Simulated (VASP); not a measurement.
A run of VASP 6.6.1:

INCAR

```
SYSTEM = WC
ALGO     = Fast           ! electronic algorithm
EDIFF    = 1E-7           ! SCF threshold, eV
ENCUT    = 520            ! plane-wave cutoff, eV
GGA      = PE             ! functional
ISIF     = 2              ! what is computed and relaxed
ISMEAR   = 0              ! smearing method
LASPH    = .True.         ! aspherical terms in the spheres
LCHARG   = .False.        ! write CHGCAR
LREAL    = .False.        ! projectors in reciprocal space
LWAVE    = .False.        ! write WAVECAR
NELM     = 100            ! most SCF steps
PREC     = Accurate       ! precision mode
SIGMA    = 0.1            ! smearing width, eV
```

File KPOINTS:

```
k-points
0
Gamma
  9 9 8
  0 0 0
```

The input POSCAR:

```
WC
1.0
    2.9065000000      0.0000000000      0.0000000000
   -1.4532500000      2.5171028400      0.0000000000
    0.0000000000      0.0000000000      2.8366000000
W C
1 1
Direct
    0.0000000000      0.0000000000      0.0000000000
    0.6666666700      0.3333333300      0.5000000000
```

Potentials or basis: VASP PAW PBE potentials, release 64 (W_sv, C).

The run is started by

```console
$ cat potpaw_PBE.64/W_sv/POTCAR potpaw_PBE.64/C/POTCAR > POTCAR
$ mpirun -np 1 vasp_std > vasp.out
```

Hardware: 1 thread of Intel(R) Xeon(R) Platinum 8488C (Sapphire Rapids), on a shared host.

Problem. Estimate the wall time of this run.

Solution. Wall time 16 s on 1 thread of Intel(R) Xeon(R) Platinum 8488C (Sapphire Rapids) (shared host), peak memory 0.15 GiB. Counts: scf iterations 16, k points 60.
